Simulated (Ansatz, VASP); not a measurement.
## Cross-check of MgO between VASP and Ansatz

One calculation is typed for both programs; each brings its own data sets. How far apart do they land? The cell is taken from a series of runs on this material, whose earlier steps may have relaxed, scaled, displaced or heated it; both programs get it as it stands.

Main program and level: Ansatz 0.2.0; plane waves, with VASP 6.6.1 beside it; PBEsol.

## 1. Starting point

The cell holds 4 atoms: 2 Mg and 2 O. Cell: a = 2.877 Å, b = 2.877 Å, c = 28.010 Å, α = 90.0°, β = 90.0°, γ = 90.0°. Vacuum lies along c.

## 2. VASP: zone-centre phonons, PBEsol

Second derivatives magnify differences that forces hide, and they need a tight electronic threshold.

Lines of VASP's logs that name or quote its potential files are left out, and so is its time.

Contents of INCAR:

```
SYSTEM = MgO
PREC = Accurate
ENCUT = 600
EDIFF = 1E-08
NELM = 120
ISMEAR = 0
SIGMA = 0.01
LREAL = .FALSE.
ALGO = Normal
GGA = PS
NBANDS = 14
LORBIT = 11
LWAVE = .FALSE.
LCHARG = .FALSE.
ISIF = 2
IBRION = 8
LEPSILON = .TRUE.
LASPH = .TRUE.
GGA_COMPAT = .FALSE.
EFERMI = MIDGAP
NELMDL = -8
KPAR = 2
```

Contents of POSCAR:

```
MgO
1.0
    2.0341826175      2.0341826175      0.0000000000
   -2.0341826175      2.0341826175      0.0000000000
    0.0000000000      0.0000000000     28.0100051800
Mg O
2 2
Direct
    0.0000000000      0.0000000000      0.2320730510
    0.5000000000      0.5000000000      0.3071985380
    0.5000000000      0.5000000000      0.2302256324
    0.0000000000      0.0000000000      0.3090459566
```

Contents of KPOINTS:

```
Automatic mesh
0
Gamma
8 8 1
0 0 0
```

The projector-augmented-wave data sets are Mg and O (PBE family, release 64).

Launch:

```console
$ mpirun -np 2 vasp_std
```

Numbers of over 12 decimals in the logs are rounded to 6 here.

The log of the run:

```text
[banner, memory and clock lines left out]
running    2 mpi-ranks, on    1 nodes
 distrk:  each k-point on    1 cores,    2 groups
 distr:  one band on    1 cores,    1 groups

 POSCAR found type information on POSCAR MgO
 POSCAR found :  2 types and       4 ions
|                                                                             |
|               ----> ADVICE to this user running VASP <----                  |
|                                                                             |
|     You enforced a specific xc type in the INCAR file but a different       |
|     [... a line on the potential file left out ...]
|     I HOPE YOU KNOW WHAT YOU ARE DOING!                                     |
|                                                                             |

 LDA part: xc-table for (Slater+PW92), standard interpolation
 POSCAR, INCAR and KPOINTS ok, starting setup
 FFT: planning ... GRIDC
 FFT: planning ... GRID_SOFT
 FFT: planning ... GRID
 WAVECAR not read
 entering main loop
       N       E                     dE             d eps       ncg     rms          rms(c)
DAV:   1     0.159986323715E+03    0.15999E+03   -0.57326E+03   428   0.893E+02
DAV:   2    -0.102895849326E+01   -0.16102E+03   -0.14448E+03   756   0.194E+02
DAV:   3    -0.277676769878E+02   -0.26739E+02   -0.26526E+02   546   0.102E+02
DAV:   4    -0.283336697527E+02   -0.56599E+00   -0.56565E+00   540   0.182E+01
DAV:   5    -0.283395533912E+02   -0.58836E-02   -0.58826E-02   534   0.173E+00
DAV:   6    -0.283396599049E+02   -0.10651E-03   -0.10651E-03   546   0.252E-01
DAV:   7    -0.283396623659E+02   -0.24610E-05   -0.24606E-05   546   0.333E-02
DAV:   8    -0.283396624323E+02   -0.66395E-07   -0.66444E-07   558   0.555E-03    0.105E+01
DAV:   9    -0.244119552842E+02    0.39277E+01   -0.12912E+01   540   0.264E+01    0.343E+00
DAV:  10    -0.242734016680E+02    0.13855E+00   -0.95876E-01   522   0.438E+00    0.244E+00
DAV:  11    -0.240831150125E+02    0.19029E+00   -0.40757E-01   528   0.551E+00    0.853E-01
DAV:  12    -0.240415742455E+02    0.41541E-01   -0.21977E-01   564   0.307E+00    0.555E-01
DAV:  13    -0.240320328087E+02    0.95414E-02   -0.21085E-02   486   0.925E-01    0.276E-01
DAV:  14    -0.240288846299E+02    0.31482E-02   -0.99308E-03   546   0.667E-01    0.768E-02
[...]
DAV:  22    -0.240322601497E+02   -0.39003E-04   -0.16286E-06   502   0.635E-03    0.867E-04
DAV:  23    -0.240322760993E+02   -0.15950E-04   -0.39705E-07   474   0.324E-03    0.955E-04
DAV:  24    -0.240322796164E+02   -0.35171E-05   -0.20650E-07   462   0.292E-03    0.403E-04
DAV:  25    -0.240322809209E+02   -0.13044E-05   -0.46762E-08   456   0.139E-03    0.181E-04
DAV:  26    -0.240322811062E+02   -0.18537E-06   -0.50226E-09   368   0.468E-04    0.532E-05
DAV:  27    -0.240322812187E+02   -0.11244E-06   -0.22900E-09   342   0.296E-04    0.501E-05
DAV:  28    -0.240322812300E+02   -0.11388E-07   -0.38467E-10   372   0.131E-04    0.179E-05
DAV:  29    -0.240322812367E+02   -0.66236E-08   -0.14834E-10   360   0.897E-05
   1 F= -.24032281E+02 E0= -.24032281E+02  d E =0.000000E+00
 Linear response reoptimize wavefunctions to high precision
DAV:   1    -0.240322812390E+02   -0.23397E-08    0.98721E-12   348   0.398E-05
DAV:   2    -0.240322812390E+02   -0.30923E-10    0.41153E-11   396   0.161E-05
 Linear response G [H, r] |phi>, progress :
  Direction:   1
       N       E                     dE             d eps       ncg     rms
RMM:   1    -0.635191135982E+02   -0.63519E+02    0.25560E+01   939   0.705E+01
RMM:   2    -0.592209773535E+02    0.42981E+01   -0.36743E+00   785   0.111E+01
RMM:   3    -0.592746849073E+02   -0.53708E-01   -0.21300E-01   815   0.160E+00
RMM:   4    -0.592764619877E+02   -0.17771E-02   -0.54816E-03   830   0.264E-01
RMM:   5    -0.592765169773E+02   -0.54990E-04   -0.60885E-04   828   0.625E-02
RMM:   6    -0.592765222756E+02   -0.52983E-05   -0.15434E-04   842   0.186E-02
RMM:   7    -0.592765219503E+02    0.32533E-06   -0.12392E-04   835   0.974E-03
RMM:   8    -0.592765229807E+02   -0.10304E-05   -0.13334E-04   730   0.759E-03
RMM:   9    -0.592765232239E+02   -0.24320E-06   -0.14095E-04   687   0.707E-03
[...]
RMM:   9    -0.279156830537E+00   -0.10365E-04   -0.89748E-07  1071   0.134E-03    0.362E-05
RMM:  10    -0.279156290174E+00    0.54036E-06   -0.89095E-07  1039   0.568E-04    0.174E-05
RMM:  11    -0.279157000648E+00   -0.71047E-06   -0.93187E-07   849   0.489E-04    0.444E-06
 change of polarisation eV/A/(eV/A) component  2 :    -0.061     0.513     0.000
 dielectric tensor                  component  2 :    -0.048     1.400     0.000
 Linear response to external field, progress :
  Direction:   3
       N       E                     dE             d eps       ncg     rms          rms(c)
RMM:   1    -0.257978027104E+00   -0.25798E+00   -0.81108E-01   852   0.233E+00
RMM:   2    -0.261683948623E+00   -0.37059E-02   -0.86514E-03   779   0.382E-01    0.784E-01
RMM:   3    -0.180480769117E+00    0.81203E-01   -0.10242E-01   748   0.113E+00    0.369E-01
RMM:   4    -0.126857781938E+00    0.53623E-01   -0.11946E-01   767   0.135E+00    0.156E-01
RMM:   5    -0.116584135467E+00    0.10274E-01   -0.17778E-02   793   0.482E-01    0.896E-02
RMM:   6    -0.114059868150E+00    0.25243E-02   -0.34839E-03   816   0.255E-01    0.497E-02
[...]
RMM:   7    -0.243698840548E-02    0.43212E-06   -0.29256E-08  1076   0.906E-04    0.556E-05
RMM:   8    -0.243703322952E-02   -0.44824E-07   -0.42853E-09  1092   0.160E-04    0.248E-05
RMM:   9    -0.243703322302E-02    0.64938E-11   -0.42999E-09  1053   0.106E-04    0.268E-06
 first order change of Fermi-energy  -0.11655E-04
 force on displaced ion       1 direction 1 :  -9.573   0.000   0.000
 Born effective charge ion    1 direction 1 :   1.979   0.000   0.000
 Linear response progress:
  Degree of freedom:   2/  4
       N       E                     dE             d eps       ncg     rms          rms(c)
RMM:   1    -0.714982552100E-02   -0.71498E-02    0.31658E-03  1044   0.626E-01
RMM:   2    -0.661601907896E-02    0.53381E-03   -0.40221E-04   832   0.140E-01    0.504E-02
RMM:   3    -0.630646904035E-02    0.30955E-03   -0.28219E-04   856   0.683E-02    0.343E-02
RMM:   4    -0.608902370266E-02    0.21745E-03   -0.14191E-04   860   0.553E-02    0.180E-02
RMM:   5    -0.596721658496E-02    0.12181E-03   -0.17310E-04   880   0.500E-02    0.822E-03
RMM:   6    -0.594426086386E-02    0.22956E-04   -0.36795E-05   882   0.225E-02    0.294E-03
RMM:   7    -0.594454889261E-02   -0.28803E-06   -0.21567E-06   863   0.676E-03    0.193E-03
RMM:   8    -0.594989717197E-02   -0.53483E-05   -0.21601E-06   884   0.600E-03    0.137E-03
RMM:   9    -0.595074287957E-02   -0.84571E-06   -0.34493E-07   885   0.278E-03    0.640E-04
RMM:  10    -0.595191237306E-02   -0.11695E-05   -0.97450E-07   897   0.318E-03    0.328E-04
RMM:  11    -0.595184541166E-02    0.66961E-07   -0.31981E-07   894   0.172E-03    0.282E-04
RMM:  12    -0.595295703818E-02   -0.11116E-05   -0.33194E-07   897   0.133E-03    0.136E-04
RMM:  13    -0.595288055187E-02    0.76486E-07    0.91486E-07   888   0.660E-04    0.847E-05
RMM:  14    -0.595306024947E-02   -0.17970E-06    0.25585E-07   889   0.409E-04    0.314E-05
RMM:  15    -0.595302935307E-02    0.30896E-07    0.94439E-07   888   0.249E-04    0.289E-05
RMM:  16    -0.595307401217E-02   -0.44659E-07    0.26118E-07   876   0.146E-04    0.107E-05
RMM:  17    -0.595308772554E-02   -0.13713E-07    0.17755E-07   884   0.129E-04    0.652E-06
RMM:  18    -0.595309656283E-02   -0.88373E-08    0.84376E-10   889   0.760E-05    0.293E-06
 first order change of Fermi-energy  -0.93128E+00
 force on displaced ion       1 direction 3 :   0.000   0.000 -10.749
 Born effective charge ion    1 direction 3 :   0.000   0.000   0.602
 Linear response progress:
  Degree of freedom:   3/  4
       N       E                     dE             d eps       ncg     rms          rms(c)
RMM:   1    -0.355665347132E+00   -0.35567E+00    0.41130E-01  1166   0.418E+00
RMM:   2    -0.355341933553E+00    0.32341E-03   -0.10930E-02   996   0.456E-01    0.131E-01
RMM:   3    -0.356762656403E+00   -0.14207E-02   -0.94523E-04   885   0.176E-01    0.703E-02
RMM:   4    -0.358493829366E+00   -0.17312E-02   -0.53643E-04   888   0.149E-01    0.189E-02
RMM:   5    -0.358687611669E+00   -0.19378E-03   -0.56780E-05  1024   0.348E-02    0.525E-03
RMM:   6    -0.358620970597E+00    0.66641E-04   -0.23467E-06   985   0.908E-03    0.131E-03
RMM:   7    -0.358617196653E+00    0.37739E-05   -0.44664E-07  1052   0.259E-03    0.400E-04
RMM:   8    -0.358610573331E+00    0.66233E-05   -0.33247E-07  1038   0.111E-03    0.590E-05
RMM:   9    -0.358611036220E+00   -0.46289E-06   -0.34012E-07  1134   0.562E-04    0.182E-05
RMM:  10    -0.358610853654E+00    0.18257E-06   -0.36683E-07  1152   0.451E-04    0.619E-06
RMM:  11    -0.358610801811E+00    0.51843E-07   -0.37547E-07  1192   0.423E-04    0.217E-06
RMM:  12    -0.358610826540E+00   -0.24729E-07   -0.78157E-07  1162   0.412E-04    0.599E-07
RMM:  13    -0.358610828509E+00   -0.19691E-08   -0.43991E-07  1062   0.410E-04    0.646E-07
RMM:  14    -0.358610820159E+00    0.83506E-08   -0.68779E-07  1031   0.410E-04    0.262E-07
RMM:  15    -0.358610818398E+00    0.17605E-08   -0.15390E-07  1020   0.411E-04    0.148E-07
RMM:  16    -0.358610817841E+00    0.55663E-09   -0.19589E-08  1013   0.411E-04    0.167E-07
 first order change of Fermi-energy   0.11522E-03
 force on displaced ion       3 direction 1 :  -9.824   0.000   0.001
 Born effective charge ion    3 direction 1 :  -1.981   0.000  -0.000
 Linear response progress:
  Degree of freedom:   4/  4
       N       E                     dE             d eps       ncg     rms          rms(c)
RMM:   1    -0.396408419178E+00   -0.39641E+00    0.35776E-01   830   0.405E+00
RMM:   2    -0.395008595124E+00    0.13998E-02   -0.68999E-03   756   0.411E-01    0.124E-01
RMM:   3    -0.395400790579E+00   -0.39220E-03   -0.16088E-03   775   0.221E-01    0.564E-02
RMM:   4    -0.396080218522E+00   -0.67943E-03   -0.12054E-03   819   0.163E-01    0.146E-02
RMM:   5    -0.396113920849E+00   -0.33702E-04   -0.13650E-04   834   0.474E-02    0.101E-02
RMM:   6    -0.395902656598E+00    0.21126E-03   -0.24339E-05   861   0.261E-02    0.622E-03
RMM:   7    -0.395874291490E+00    0.28365E-04   -0.34159E-05   875   0.262E-02    0.744E-03
RMM:   8    -0.395824612119E+00    0.49679E-04   -0.84232E-06   869   0.164E-02    0.180E-03
RMM:   9    -0.395819728198E+00    0.48839E-05   -0.14129E-06   863   0.496E-03    0.149E-03
RMM:  10    -0.395820089647E+00   -0.36145E-06   -0.40194E-07   847   0.187E-03    0.116E-03
RMM:  11    -0.395811636436E+00    0.84532E-05   -0.12231E-06   892   0.474E-03    0.622E-04
RMM:  12    -0.395815418564E+00   -0.37821E-05   -0.53653E-07   887   0.206E-03    0.200E-04
RMM:  13    -0.395813189071E+00    0.22295E-05   -0.39635E-07   896   0.142E-03    0.152E-04
RMM:  14    -0.395811938753E+00    0.12503E-05   -0.46691E-07   891   0.975E-04    0.662E-05
RMM:  15    -0.395812463949E+00   -0.52520E-06   -0.83750E-07   894   0.691E-04    0.501E-05
RMM:  16    -0.395812307423E+00    0.15653E-06   -0.66946E-07   892   0.556E-04    0.223E-05
RMM:  17    -0.395812047792E+00    0.25963E-06   -0.75945E-07   888   0.472E-04    0.930E-06
RMM:  18    -0.395812157212E+00   -0.10942E-06   -0.57005E-07   886   0.442E-04    0.709E-06
RMM:  19    -0.395812129299E+00    0.27912E-07    0.39670E-08   890   0.407E-04    0.220E-06
RMM:  20    -0.395812133113E+00   -0.38138E-08   -0.62820E-09   892   0.402E-04    0.263E-06
 first order change of Fermi-energy   0.14371E+01
 force on displaced ion       3 direction 3 :  -0.000  -0.000 -10.689
 Born effective charge ion    3 direction 3 :   0.000   0.000  -0.602
 Born effective charges drift removed
 Linear response finished
```

(Continued in part 2 of 3.)

[Lines on the potential files, build, host, timing and source positions are cut from VASP's logs without a mark.]

[Logs are printed without paths, hosts, clocks, repeated set-up lines and the standing remarks that a program may print on its own settings, such as how far it seeks lower states.]

[Hosts, paths, dates, database ids (printed as entryN), source tags and the programs' standing remarks are cut or masked in the printed files.]
